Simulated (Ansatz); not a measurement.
One input, then a changed one: CdSe (rocksalt type)

First run: DFT, r2SCAN, all-electron PAW with datasets made for the crystal, scalar-relativistic (Ansatz 0.2.0).

Command: `ansatz run input.yaml --threads 1 --pin off --max-ram 2048MiB --backend cpu --events-out ev --progress --plain --runs-dir out` It took 23 s on 1 thread of Arm Neoverse V2, on a shared host, peak memory 0.67 GiB.

```yaml
crystal:
  lattice:
    - [0.0, 2.3291214995, 2.3291214995]
    - [2.3291214995, 0.0, 2.3291214995]
    - [2.3291214995, 2.3291214995, 0.0]
  atoms:
    - { symbol: Cd, position: [0.0, 0.0, 0.0] }
    - { symbol: Se, position: [0.5, 0.5, 0.5] }
kpoints:
  mp_grid: { grid: [12, 12, 12] }
scf:
  occupations: { method: fermi_dirac, width: 0.05 }
hamiltonian:
  xc: r2scan
  pseudopotentials: { kind: all_electron, datasets: crystal }
output:
  forces: true
  stress: true
  eigenvalues: true
```

The cell comes from a relaxation on PAW files under the same functional, begun from a prototype that needn't be the stable phase.

This run: volume at 0.55 of the series' base cell.

It converges in 12 SCF iterations at a pressure of 167.8 GPa.

The input is then changed:

```diff
   pseudopotentials: { kind: all_electron, datasets: crystal }
+  dispersion: d3bjatm
 output:
```

**Question.** Predict the outcome of the changed run.

**Answer.** It converges in 12 SCF iterations at a pressure of 165.6 GPa. Results part of its log:
```
SCF 1 converged in 12 iterations: F = -218389.722289 eV  dr2 = 1.72e-10
  greatest PAW one-centre occupation: 0.997 electrons in one spin orbital (limit 2), on the Se atom at site 1 (counted from 0), in its partial waves of l = 2
SCF converged after 12 iterations
Free energy (F): -218389.722289 eV
Harris-Foulkes:  -218389.722289 eV  (|F-HF|=1.46e-10)
Internal energy: -218389.719387 eV  (E = F + TS)
E sigma→0 (E₀):  -218389.720838 eV
Entropy (-TS):   -0.002901 eV (-1.451 meV/atom)
Past the cutoff: the bands carry plane waves up to 2.50 times it, of which those up to 1.5 times it add -0.000565 eV an atom, each by itself; the spheres take 0.000730 eV an atom off the energy for waves past 2.50 times it
Past the cutoffs: a stress includes 0.0147 GPa for waves and charges beyond them, in addition to the slope of what the spheres take
In the spheres:  the bands' charges fall short by 1.6e-6 e at most (sound up to 1e-3)
Fermi energy:    26.545111 eV
--- Per-component energies (eV) ---
  E_band       = -349.318960
  E_kinetic    = 559.864823
  E_local      = -3512.585051  (includes V_loc(G=0)·N_el)
  E_nonlocal   = -774.294600
  E_hartree    = 1786.472210
  E_xc         = -195.622343
  E_vxc        = -286.641048  (∫ρ·V_xc dr)
  E_paw        = -222545.298172  (= ΣΔE_a)
  E_vpaw       = -11947.853195  (= ΣTr[D̂ρ^β])
  E_vtau       = 20.351790  (kinetic-family band-sum trace: ∫τ·v_τ [+ j·A + Jᵃ·Aᵃ] dr)
  E_ewald      = -5726.634038
  E_disp       = -0.515128  (pairwise vdW)
  E_smearing   = -0.002901  (= −TS)
  E_closure    = 12018.892911  (closes the sum)
  Σ components = -218389.722289   (vs F -218389.722289, Δ=0.00e0)
  The terms above E_closure are by the made datasets' own strengths, without shells solved beside the bands.
--- Forces (eV/Å), atoms counted from 1 ---
  atom   1  Cd    -0.00000000     0.00000000    -0.00000000
  atom   2  Se     0.00000000    -0.00000000    -0.00000000
  max |Σ_I F_I| component: 2.97e-29 eV/Å
--- Stress (GPa, compression-positive) ---
      165.572985       0.000000       0.000000
        0.000000     165.572985       0.000000
        0.000000       0.000000     165.572985
  P = ⅓ Tr σ = 165.5730 GPa (1655.730 kbar)
--- Band table (eV; the first three rows and the last of 72) ---
  k-point 0: bands = ["-81.0377", "-41.2430", "-41.2430", "-41.2430", "-23.4057", "-23.4057", "-23.3745", "-23.3745", "-23.3745", "6.3239", "14.7439", "14.7439", "14.7439", "14.7674", "14.7674", "23.8094", "23.8094", "23.8094", "31.3867", "34.9786"]
  k-point 1: bands = ["-81.0376", "-41.2447", "-41.2434", "-41.2434", "-23.4052", "-23.4052", "-23.3743", "-23.3742", "-23.3742", "6.4609", "14.6697", "14.6697", "14.6989", "14.7935", "14.7935", "23.1358", "23.9820", "23.9820", "31.9603", "33.9816"]
  k-point 2: bands = ["-81.0374", "-41.2493", "-41.2443", "-41.2443", "-23.4038", "-23.4038", "-23.3738", "-23.3733", "-23.3733", "6.8634", "14.4277", "14.4277", "14.5544", "14.9201", "14.9201", "21.6623", "24.4508", "24.4508", "31.8038", "34.3587"]
  k-point 71: bands = ["-81.0358", "-41.2589", "-41.2589", "-41.2537", "-23.4045", "-23.3988", "-23.3715", "-23.3715", "-23.3663", "8.9716", "14.0266", "14.3798", "14.3798", "15.7344", "17.8383", "18.8645", "18.8645", "20.1280", "32.1755", "34.1847"]
```
